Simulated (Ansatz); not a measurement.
## How far is PAW off for Lu?

```
CELL_PARAMETERS angstrom
3.50990 0.00000 0.00000
-1.75495 3.03966 0.00000
0.00000 0.00000 5.56660
ATOMIC_POSITIONS crystal
Lu 0.33333 0.66667 0.25000
Lu 0.66667 0.33333 0.75000
```

Atoms are numbered in the order listed.

The cell is COD entry 1538083, as deposited and not checked against the literature; nothing was relaxed.

No spin–orbit coupling, which matters for the heavy atoms here.

Methods: DFT, PBE, PAW with Ansatz's default frozen-core files, scalar-relativistic (Ansatz 0.2.0); DFT, PBE, all-electron LAPW, scalar-relativistic (Ansatz 0.2.0).

For PAW: a Γ-centred 13×13×8 k mesh, Fermi–Dirac smearing of 0.03 eV, cutoff 420 eV, no spin polarisation. LAPW targets a basis error of 0.5 meV/atom. The Ansatz runs share mesh, smearing and spin set-up. Plane-wave (PAW) pressures include the program's estimate of the Pulay term.

Stress and pressure are positive in compression.

Levels count from the Fermi level.

PAW results:

| quantity | PAW |
| --- | --- |
| pressure (GPa) | -0.90 |
| stress xx (GPa) | -0.54 |
| stress zz (GPa) | -1.63 |
| highest filled level at A (eV) | -4.377 |
| lowest empty level at A (eV) | 1.141 |
| highest filled level at M (eV) | -0.329 |
| lowest empty level at M (eV) | 1.507 |
| highest filled level at L (eV) | -2.063 |
| lowest empty level at L (eV) | 0.075 |

(1) What does all-electron LAPW give for the same quantities?

Answers

(1) 
| quantity | LAPW |
| --- | --- |
| pressure (GPa) | -0.90 |
| stress xx (GPa) | -0.53 |
| stress zz (GPa) | -1.63 |
| highest filled level at A (eV) | -4.376 |
| lowest empty level at A (eV) | 1.141 |
| highest filled level at M (eV) | -0.329 |
| lowest empty level at M (eV) | 1.507 |
| highest filled level at L (eV) | -2.063 |
| lowest empty level at L (eV) | 0.075 |
